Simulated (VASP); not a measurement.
# CaSe in VASP: a series of runs

The runs below take CaSe through single point, with PBE.

Everything below comes from runs of VASP 6.6.1. Logs are shortened: lines on timing, memory, paths and dates and some standing lists are left out, and cuts for length are marked.

**The experiment to reproduce.**

From a printed reference work, monograph, original work of 1988, for a bulk crystal of CaSe at 2 K: band gap 3.85 eV (indirect).

The results are compared with them further down.

**1. The cell of the first run**

Symmetry: R-3m, No. 166, trigonal system. The conventional cell has a = 4.222 Å, b = 4.222 Å, c = 10.035 Å, α = 90.00°, β = 90.00°, γ = 120.00°. Within 3.9 Å of Ca (site symmetry -3m) lie 6 Se at 2.96 Å. Se (site symmetry -3m) has 6 Ca at 2.96 Å within 3.9 Å.

**2. Single point, PBE (equal xy, yz and zx shear strains of -2 %)**

INCAR

```
PREC = Accurate
ENCUT = 520
EDIFF = 1E-6
ISMEAR = -1
SIGMA = 0.02
LREAL = False
LASPH = True
NELM = 80
ALGO = Normal
ISIF = 2
LWAVE = False
LCHARG = False
GGA = PE
NBANDS = 15
```

KPOINTS

```
Automatic mesh
0
Gamma
  7 7 7
```

POSCAR

```
CaSe
1.0
   -0.0591200000      2.9264400000      2.9264400000
    2.9264400000     -0.0591200000      2.9264400000
    2.9264400000      2.9264400000     -0.0591200000
Ca Se
1 1
Direct
    0.0000000000      0.0000000000      0.0000000000
    0.5000000000      0.5000000000      0.5000000000
```

Potentials or basis: VASP PAW PBE potentials, release 64 (Ca_sv, Se).

On the command line:

```
$ cat potpaw_PBE.64/Ca_sv/POTCAR potpaw_PBE.64/Se/POTCAR > POTCAR
$ mpirun -np 1 vasp_std > vasp.out
```

OUTCAR:

```text
PREC = Accurate
   ENCUT = 520
   EDIFF = 1E-6
   ISMEAR = -1
   LREAL = False
   LASPH = True
   NELM = 80
   ISIF = 2
   GGA = PE

 ion  position               nearest neighbor table
   1  0.000  0.000  0.000-   2 2.96   2 2.96   2 2.96   2 2.96   2 2.96   2 2.96
   2  0.500  0.500  0.500-   1 2.96   1 2.96   1 2.96   1 2.96   1 2.96   1 2.96

  LATTYP: Found a trigonal (rhomboedric) cell.
 ALAT       =     4.1390333801
 COS(alpha) =     0.4797000918

  Lattice vectors:

 A1 = (  -0.0591200000,   2.9264400000,   2.9264400000)
 A2 = (   2.9264400000,  -0.0591200000,   2.9264400000)
 A3 = (   2.9264400000,   2.9264400000,  -0.0591200000)

Analysis of symmetry for initial positions (statically):
=====================================================================
 Subroutine PRICEL returns:
 Original cell was already a primitive cell.

 Routine SETGRP: Setting up the symmetry group for a
 trigonal (rhombohedral) supercell.

 Subroutine GETGRP returns: Found 12 space group operations
 (whereof 12 operations were pure point group operations)
 out of a pool of 12 trial point group operations.

The static configuration has the point symmetry D_3d.

Analysis of symmetry for dynamics (positions and initial velocities):
=====================================================================
 Subroutine PRICEL returns:
 Original cell was already a primitive cell.

 Routine SETGRP: Setting up the symmetry group for a
 trigonal (rhombohedral) supercell.

 Subroutine GETGRP returns: Found 12 space group operations
 (whereof 12 operations were pure point group operations)
 out of a pool of 12 trial point group operations.

The dynamic configuration has the point symmetry D_3d.

 Subroutine INISYM returns: Found 12 space group operations
 (whereof 12 operations are pure point group operations),
 and found     1 'primitive' translations

----------------------------------------------------------------------------------------

                                     Primitive cell

  volume of cell :      51.6431

  direct lattice vectors                    reciprocal lattice vectors
    -0.059120000  2.926440000  2.926440000    -0.165763863  0.169181675  0.169181675
     2.926440000 -0.059120000  2.926440000     0.169181675 -0.165763863  0.169181675
     2.926440000  2.926440000 -0.059120000     0.169181675  0.169181675 -0.165763863

  length of vectors
     4.139033380  4.139033380  4.139033380     0.291071360  0.291071360  0.291071360

  position of ions in fractional coordinates (direct lattice)
     0.000000000  0.000000000  0.000000000
     0.500000000  0.500000000  0.500000000

  ion indices of the primitive-cell ions
   primitive index   ion index
                 1           1
                 2           2

----------------------------------------------------------------------------------------

 KPOINTS: Automatic mesh

Automatic generation of k-mesh.
 Grid dimensions read from file:
 generate k-points for:    7    7    7

 Generating k-lattice:

  Cartesian coordinates                     Fractional coordinates (reciprocal lattice)
    -0.023680552  0.024168811  0.024168811     0.142857143  0.000000000 -0.000000000
     0.024168811 -0.023680552  0.024168811     0.000000000  0.142857143 -0.000000000
     0.024168811  0.024168811 -0.023680552     0.000000000  0.000000000  0.142857143

  Length of vectors
     0.041581623  0.041581623  0.041581623

  Shift w.r.t. Gamma in fractional coordinates (k-lattice)
     0.000000000  0.000000000  0.000000000

 Subroutine IBZKPT returns following result:
 ===========================================

 Found     44 irreducible k-points:

 Following reciprocal coordinates:
            Coordinates               Weight
  0.000000  0.000000  0.000000      1.000000
  0.142857  0.000000  0.000000      6.000000
  0.285714 -0.000000 -0.000000      6.000000
  0.428571  0.000000  0.000000      6.000000
  0.142857  0.142857 -0.000000      6.000000
  0.285714  0.142857 -0.000000     12.000000
[... 16 lines left out ...]
  0.285714  0.285714  0.142857      6.000000
  0.428571  0.285714  0.142857     12.000000
 [... further k-points ...]
   k-points           NKPTS =     44   k-points in BZ     NKDIM =     44   number of bands    NBANDS=     15
   number of dos      NEDOS =    301   number of ions     NIONS =      2
   total plane-waves  NPLWV =  32768
   dimension x,y,z NGX =    32 NGY =   32 NGZ =   32
   dimension x,y,z NGXF=    64 NGYF=   64 NGZF=   64
   ions per type =               1   1
   NGX,Y,Z   is equivalent  to a cutoff of  12.85, 12.85, 12.85 a.u.
   NGXF,Y,Z  is equivalent  to a cutoff of  25.71, 25.71, 25.71 a.u.
 SYSTEM =  unknown system
   PREC   = accura    normal or accurate (medium, high low for compatibility)
   ISTART =      0    job   : 0-new  1-cont  2-samecut
   ICHARG =      2    charge: 1-file 2-atom 10-const
   ISPIN  =      1    spin polarized calculation?
   LNONCOLLINEAR =      F non collinear calculations
   LSORBIT =      F    spin-orbit coupling
   LASPH  =      T    aspherical Exc in radial PAW
   ENCUT  =  520.0 eV  38.22 Ry    6.18 a.u.   7.70  7.70  7.70*2*pi/ulx,y,z
   NELM   =     80;   NELMIN=  2; NELMDL= -5     # of ELM steps
   EDIFF  = 0.1E-05   stopping-criterion for ELM
   LREAL  =      F    real-space projection
   EDIFFG = 0.1E-04   stopping-criterion for IOM
   NSW    =      0    number of steps for IOM
   IBRION =     -1    ionic relax: 0-MD 1-quasi-New 2-CG
   NFREE  =      0    steps in history (QN), initial steepest desc. (CG)
   ISIF   =      2    stress and relaxation
   ISYM   =      2    0-nonsym 1-usesym 2-fastsym
   POTIM  = 0.5000    time-step for ionic-motion
   TEBEG  =    0.0;   TEEND  =   0.0 temperature during run
   PSTRESS=    0.0 pullay stress
   NELECT =      16.0000    total number of electrons
   NUPDOWN=      -1.0000    fix difference up-down
   EMIN   =  10.00;   EMAX   =-10.00  energy-range for DOS
   EFERMI =   0.00;   METHOD = LEGACY
   ISMEAR =    -1;   SIGMA  =   0.02  broadening in eV -4-tet -1-fermi 0-gaus
   EFERMI_NEDOS =   21; number of points for ismear=-14 and -15
   IALGO  =     38    algorithm
   IMIX   =      4    mixing-type and parameters
     AMIX     =   0.40;   BMIX     =  1.00
     AMIX_MAG =   1.60;   BMIX_MAG =  1.00
  volume/ion in A,a.u.               =      25.82       174.25
  Fermi-wavevector in a.u.,A,eV,Ry     =   1.107756  2.093355 16.696028  1.227123
  Thomas-Fermi vector in A             =   2.244274
   LORBIT       =      0    0 simple, 1 ext, 2 COOP (PROOUT), +10 PAW based schemes
   GGA     = PE    functional components
   LHFCALC =     F    Hartree Fock is set to
   AEXX    =    0.0000 exact exchange contribution
   IVDW    =     0    specifies the selected vdW correction
   LEPSILON=     F    determine dielectric tensor
   LRPA    =     F    only Hartree local field effects (RPA)
 non-spin polarized calculation
  energy-cutoff  :      520.00
  volume of cell :       51.64
 maximum number of plane-waves:      1401
   NGX = 15   NGY = 15   NGZ = 15

 number of electron      15.9999999 magnetization

 Free energy of the ion-electron system (eV)
  ---------------------------------------------------
  ext. energy  EPLUGINS =         0.00000000
  ---------------------------------------------------
  free energy    TOTEN  =        -9.47456266 eV

  energy without entropy =       -9.47456266  energy(sigma->0) =       -9.47456266

 E-fermi :   3.0270     XC(G=0):  -9.1639

 val. band max:        2.5724932749   @ k =   0.0000   0.0000   0.0000
 cond. band min:       4.5402710678   @ k =   0.4286   0.4286   0.0000
 fundamental gap:      1.9677777930
 Fermi energy:         3.0269826276

 k-point     1 :       0.0000    0.0000    0.0000
  band No.  band energies     occupation
      1     -37.2852      2.00000
      2     -18.2834      2.00000
      3     -18.2773      2.00000
      4     -18.2773      2.00000
      5      -9.3440      2.00000
      6       2.4086      2.00000
      7       2.4086      2.00000
      8       2.5725      2.00000
      9       5.7764      0.00000
     10       6.0900      0.00000
     11       6.0900      0.00000
     12       6.3507      0.00000
     13       6.7422      0.00000
     14       6.7422      0.00000
     15      12.1820      0.00000

 k-point     2 :       0.1429    0.0000    0.0000
  band No.  band energies     occupation
      1     -37.2840      2.00000
      2     -18.3004      2.00000
      3     -18.2840      2.00000
      4     -18.2784      2.00000
      5      -9.2252      2.00000
      6       1.4850      2.00000
      7       2.1121      2.00000
      8       2.2555      2.00000
      9       6.0695      0.00000
     10       6.3692      0.00000
     11       6.5468      0.00000
     12       6.9601      0.00000
     13       7.2480      0.00000
     14       7.2779      0.00000
     15      12.3173      0.00000

 k-point     3 :       0.2857   -0.0000   -0.0000
  band No.  band energies     occupation
      1     -37.2812      2.00000
      2     -18.3488      2.00000
      3     -18.2879      2.00000
      4     -18.2808      2.00000
      5      -8.9411      2.00000
      6       0.1181      2.00000
      7       1.5984      2.00000
      8       1.7385      2.00000
      9       6.2844      0.00000
     10       7.0132      0.00000
     11       7.1613      0.00000
     12       8.3861      0.00000
     13       8.4399      0.00000
     14       8.5173      0.00000
     15      11.7598      0.00000
[... 343 lines left out ...]
 k-point    23 :       0.2857    0.2857    0.1429
  band No.  band energies     occupation
      1     -37.2809      2.00000
      2     -18.3411      2.00000
      3     -18.2901      2.00000
      4     -18.2861      2.00000
      5      -8.9737      2.00000
      6       0.4127      2.00000
      7       1.6684      2.00000
      8       1.7197      2.00000
      9       5.6994      0.00000
     10       6.9954      0.00000
     11       7.1865      0.00000
     12       7.7574      0.00000
     13       7.7805      0.00000
     14       9.6689      0.00000
     15      11.7307      0.00000

 k-point    24 :       0.4286    0.2857    0.1429
  band No.  band energies     occupation
      1     -37.2788      2.00000
      2     -18.3575      2.00000
      3     -18.3071      2.00000
      4     -18.2888      2.00000
      5      -8.8098      2.00000
      6      -0.0320      2.00000
      7       1.3057      2.00000
      8       1.4103      2.00000
      9       5.8798      0.00000
     10       7.3183      0.00000
     11       7.8608      0.00000
     12       8.0156      0.00000
     13       8.4077      0.00000
     14      10.2861      0.00000
     15      10.5774      0.00000

 [... further k-points ...]
[... 5 lines left out ...]
  --------------------------------------------------------------------------------------
  -------------------------------------------------------------------------------------
  Total        0.4370470      0.4370470      0.4370470      0.1667549      0.1667549      0.1667549
  in kB       13.5589666     13.5589666     13.5589666      5.1734125      5.1734125      5.1734125
  external PRESSURE =      13.5589666 kB  Pullay stress =       0.0000000 kB

 VOLUME and BASIS-vectors are now :
 -----------------------------------------------------------------------------
  energy-cutoff  :      520.00
  volume of cell :       51.64
      direct lattice vectors                 reciprocal lattice vectors
    -0.059120000  2.926440000  2.926440000    -0.165763863  0.169181675  0.169181675
     2.926440000 -0.059120000  2.926440000     0.169181675 -0.165763863  0.169181675
     2.926440000  2.926440000 -0.059120000     0.169181675  0.169181675 -0.165763863

 POSITION                                       TOTAL-FORCE (eV/Angst)
 -----------------------------------------------------------------------------------
      0.00000      0.00000      0.00000         0.000000      0.000000     -0.000000
      2.89688      2.89688      2.89688        -0.000000     -0.000000      0.000000
 -----------------------------------------------------------------------------------
    total drift:                                0.000000     -0.000000     -0.000000

  FREE ENERGIE OF THE ION-ELECTRON SYSTEM (eV)
  ---------------------------------------------------
  free  energy   TOTEN  =        -9.4745626648 eV

  energy  without entropy=       -9.4745626648  energy(sigma->0) =       -9.47456266
```

It took 49 s on 1 thread of AMD EPYC 7R13 (Zen 3), shared host; peak memory 0.16 GiB.

What came out:

| Item | Value |
| --- | --- |
| Free energy | -9.4746 eV |
| Pressure | 1.4 GPa |
| Band gap on the k mesh | 1.97 eV, indirect (least direct gap 2.91 eV) |

Stress tensor (GPa, compression positive):
```
1.36 0.52 0.52
0.52 1.36 0.52
0.52 0.52 1.36
```

Caveat: the cell differs from its parent crystal (equal xy, yz and zx shear strains of -2 %). A k mesh can miss the band edges.

**3. Single point, PBE**

INCAR

```
SYSTEM = CaSe
  ALGO = Normal
  EDIFF = 1E-7
  ENCUT = 520
  GGA = PE
  ISIF = 2
  ISMEAR = -1
  LASPH = .TRUE.
  LCHARG = .FALSE.
  LREAL = .FALSE.
  LWAVE = .FALSE.
  NBANDS = 15
  NELM = 80
  PREC = Accurate
  SIGMA = 0.02
```

KPOINTS

```
k-points
0
G
  10 10 10
  0 0 0
```

POSCAR

```
CaSe
1.0
    0.0000000000      2.9560000000      2.9560000000
    2.9560000000      0.0000000000      2.9560000000
    2.9560000000      2.9560000000      0.0000000000
Ca Se
1 1
Direct
    0.0000000000      0.0000000000      0.0000000000
    0.5000000000      0.5000000000      0.5000000000
```

Potentials or basis: VASP PAW PBE potentials, release 64 (Ca_sv, Se).

On the command line:

```
$ cat potpaw_PBE.64/Ca_sv/POTCAR potpaw_PBE.64/Se/POTCAR > POTCAR
$ mpirun -np 1 vasp_std > vasp.out
```

It used 54 s of CPU time on 1 thread of AMD EPYC 7R13 Processor (Zen 3) (shared host).

The run converged. Its results:

| Quantity | Value |
| --- | --- |
| Free energy | -9.4800 eV |
| Pressure | 1.3 GPa |
| Band gap on the k mesh | 2.02 eV, indirect (least direct gap 2.96 eV) |

Levels at points of the mesh, in eV from the valence-band top:
| k point | band 5 | band 6 | band 7 | band 8 | band 9 | band 10 | band 11 | band 12 |
| --- | --- | --- | --- | --- | --- | --- | --- | --- |
| (0.00, 0.00, 0.00) | -11.80 | 0.00 | 0.00 | 0.00 | 3.35 | 3.71 | 3.71 | 3.71 |
| (0.50, 0.00, 0.00) | -11.10 | -3.29 | -1.20 | -1.20 | 4.52 | 5.48 | 5.51 | 5.51 |
| (0.50, 0.50, 0.00) | -11.22 | -2.52 | -0.94 | -0.94 | 2.02 | 5.04 | 5.06 | 6.04 |

**4. Comparison with measurements**

Step 3. Measured gap of CaSe: 3.85 eV (indirect; 2 K; a printed reference work, monograph, original work of 1988). This calculation gives 2.02 eV (-1.83 eV). Spin-orbit coupling on Se is left out. The value is that of PBE on a finite k mesh, which can miss the band edges, without temperature or zero-point motion. Semilocal functionals fall short of measured gaps as a rule.
